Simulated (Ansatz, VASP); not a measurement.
**KI: VASP beside Ansatz**

```
K I
1.0
     4.29094    0.00000    0.00000
     0.00000    4.29094    0.00000
     0.00000    0.00000    4.29094
K I
1 1
Direct
  0.00000 0.00000 0.00000
  0.50000 0.50000 0.50000
```

The cell was built by a generator and needn't be a form met in nature.

Alike in both runs: task single point; functional HSE06; k mesh 4 × 4 × 4; no spin polarisation.

|  | VASP | Ansatz |
| --- | --- | --- |
| version | VASP 6.6.1 | Ansatz 0.2.0 |
| potentials or method | VASP PAW PBE potentials, release 64 (K_sv, I) | plane waves, PAW |
| plane-wave cutoff (eV) | 520 | 420 |
| occupations | gaussian, width 0.01 eV | fixed |
| valence electrons in the cell | 16 | 26 |

|  | VASP | Ansatz | Ansatz less VASP |
| --- | --- | --- | --- |
| gap on the k mesh at the Fermi level (eV) | 4.30 | 4.31 | +0.012 |
| pressure (GPa) | 0.3 | 0.3 | 0.00 |

The two sets of potentials don't hold the same shells in valence. Ansatz warned: «stress_exchange_threshold_loose».

Caveats: the PAW data sets were made with another functional, which shifts forces and pressure a little (VASP); spin-orbit coupling is left out, which moves the levels of the heavy elements. A k mesh can miss the band edges.
